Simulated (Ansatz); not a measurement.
Runs of Ansatz 0.2.0 on GaP. The structure is cubic, space group F-43m (No. 216). Conventional cell: a = 5.451 Å, b = 5.451 Å, c = 5.451 Å, α = 90.00°, β = 90.00°, γ = 90.00°. Ga (site symmetry -43m) has 4 P at 2.36 Å as nearest neighbours. P (site symmetry -43m) has 4 Ga at 2.36 Å as nearest neighbours. 

```tsv
task	level	cell	k mesh	cutoff (eV)	points for each segment of the path	gap on the mesh (eV)	pressure (GPa)	relaxed volume (Å³/atom)
relaxation of cell and atoms	RPBE	relaxed	8 × 8 × 8	420	-	1.49	0.0	(a)
relaxation of cell and atoms	r2SCAN	relaxed	8 × 8 × 8	500	-	1.89	0.0	20.24
relaxation of cell and atoms	LDA	relaxed	8 × 8 × 8	420	-	1.43	0.0	19.59
relaxation of cell and atoms	BLYP	relaxed	8 × 8 × 8	420	-	1.04	0.0	21.92
relaxation of cell and atoms	PBEsol	relaxed	8 × 8 × 8	420	-	1.50	0.0	20.11
relaxation of cell and atoms	revPBE	relaxed	8 × 8 × 8	420	-	1.52	0.0	21.27
band structure	PBEsol	as given	6 × 6 × 6	420	14	1.51	(b)	-
```

Alike in all rows: potentials or basis Ansatz PAW; no spin polarisation; smearing fermi-dirac 0.05 eV.

Problem. Fill in the values left out.

Solution. (a) 21.43; (b) -0.5.

Caveats: the PAW data sets come from PBE, with cores solved anew for the run's functional, which leaves a small shift of forces and pressure; the plane-wave basis is chosen anew once the cell has moved, so the energies of steps on either side of that aren't comparable (some runs).

A k mesh can miss the band edges, and the runs leave out spin-orbit coupling on Ga.

Runs at the PBE level aren't shown here.
